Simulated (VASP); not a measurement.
## MoH5: relaxation of the atoms with RPBE

The system is MoH5.

```xyz
6
Lattice="4.5984 0.0000 0.0000 -2.2992 3.9823 0.0000 0.0000 0.0000 4.1321" Properties=species:S:1:pos:R:3 pbc="T T T"
H    -1.4677    2.5421    0.0000
H     2.9353    0.0000    0.0000
H     0.8315    1.4403    0.0000
H     2.2992    1.3274    2.0660
H     0.0000    2.6549    2.0660
Mo    0.0000    0.0000    2.0660
```

The cell was built by a generator and needn't be a form met in nature.

```json
{
  "Program": "VASP 6.6.1",
  "Task": "relaxation of the atoms",
  "Functional": "RPBE",
  "Potentials or basis": "VASP PAW PBE potentials, release 64 (H, Mo_sv)",
  "Cutoff": "520 eV",
  "k mesh": "7 × 7 × 7",
  "Occupations": "gaussian, width 0.05 eV",
  "Spin": "no spin polarisation",
  "Further INCAR settings": "ALGO = Normal; EDIFF = 1e-07; IBRION = 2; EDIFFG = -0.01; NSW = 60"
}
```

| Quantity | Value |
| --- | --- |
| Energy gained by relaxing | 390.1 meV/atom |
| Ionic steps | 9 |
| Pressure after relaxing | -21.8 GPa |
| Band gap on the k mesh | none (metal or under the smearing width) |

Stress tensor (GPa, compression positive):
```
-17.88   0.00   0.00
  0.00 -17.88   0.00
  0.00   0.00 -29.73
```

The path:
| step | energy change (eV) | largest force (eV/Å) | pressure (GPa) |
| --- | --- | --- | --- |
| 1 | 0.0000 | 1.4290 | -25.80 |
| 2 | -0.2958 | 1.4271 | -25.90 |
| 3 | -1.1446 | 1.2743 | -25.84 |
| 4 | -2.2636 | 0.4016 | -23.48 |
| 5 | -2.3200 | 0.2230 | -20.74 |
| 6 | -2.3407 | 0.0160 | -21.91 |
| 7 | -2.3401 | 0.0393 | -21.65 |
| 8 | -2.3406 | 0.0185 | -21.74 |
| 9 | -2.3408 | 0.0001 | -21.83 |

Final structure:
```
H Mo
1.0
     4.59838    0.00000    0.00000
    -2.29919    3.98231    0.00000
     0.00000    0.00000    4.13208
H Mo
5 1
Cartesian
  -1.8759 3.2492 0.0000
  3.7519 0.0000 0.0000
  0.4233 0.7331 0.0000
  2.2992 1.3274 2.0660
  0.0000 2.6549 2.0660
  0.0000 0.0000 2.0660
```

Levels at points of the mesh, in eV from the Fermi level:
```tsv
k point	band 6	band 7	band 8	band 9	band 10	band 11	band 12	band 13
(0.00, 0.00, 0.00)	-4.01	-0.58	-0.58	-0.10	-0.10	0.32	0.78	0.78
```

Run time: 2.9 min on 1 thread of AMD EPYC 7R13 Processor (Zen 3), with other jobs on the host, peak memory 0.17 GiB.

Caveat: the PAW data sets were made with another functional, which shifts forces and pressure a little.
